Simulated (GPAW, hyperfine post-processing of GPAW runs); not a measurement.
# A contact shift by hand: 67Zn in MnZnF4

A spin-polarised calculation (DFT, revPBE+U, plane-wave PAW, GPAW setups, collinear spin, scalar-relativistic; GPAW) with all Mn moments parallel (S = 2.5 each) puts a spin density ρ↑ − ρ↓ of 0.3773 e/Å³, counted along the moments, at one Zn nucleus (8 Mn through links of 97 to 105° (6), 112 to 121° (6) and 121 to 124° (2)). Take g = 2, spin-only moments and Θ = 0 K (a pure Curie law); γ/2π of 67Zn is 2.6694 MHz/T.

**Task.** Find the contact field, the hyperfine constant and the contact shift at 298 K and 360 K, supposing that the crystal is a paramagnet with these local moments at both.

1. A spin density ρ_s carries a moment density μB ρ_s, and the contact field is B_c = (2μ₀/3) μB ρ_s. For 1 e/Å³ that is 7.769 T, so B_c = 2.931 T.

2. With H = A S·I summed over the ions, A = γB_c/(2πS) = 2.6694 × 2.931 / 2.5 = 3.13 MHz.

3. In a field B0 the paramagnet reaches only a fraction of saturation, M/M_sat = g μB (S + 1) B0 / [3 k_B (T − Θ)]. At 298 K this is 5.2595e-03 per tesla, or 3.71 % at 7.05 T.

4. The shift is that fraction of B_c over B0, so B0 drops out: δ = 2.931 × 5.2595e-03 × 10⁶ = 15400 ppm at 298 K.

5. At 360 K it scales by (298 − Θ)/(360 − Θ) = 0.828, to 12800 ppm.

6. The sign says that the spin at the nucleus is parallel to the Mn moments, as where half-filled orbitals delocalise onto the site. Over this level and the 5 others of the session's ladder with the same moment and an open gap (any hybrids aside), the field runs from 2.62 to 4.07 T. Orbital and pseudocontact parts are not included.

[Hosts, paths, dates, database ids (printed as entryN), source tags and the programs' standing remarks are cut or masked in the printed files.]
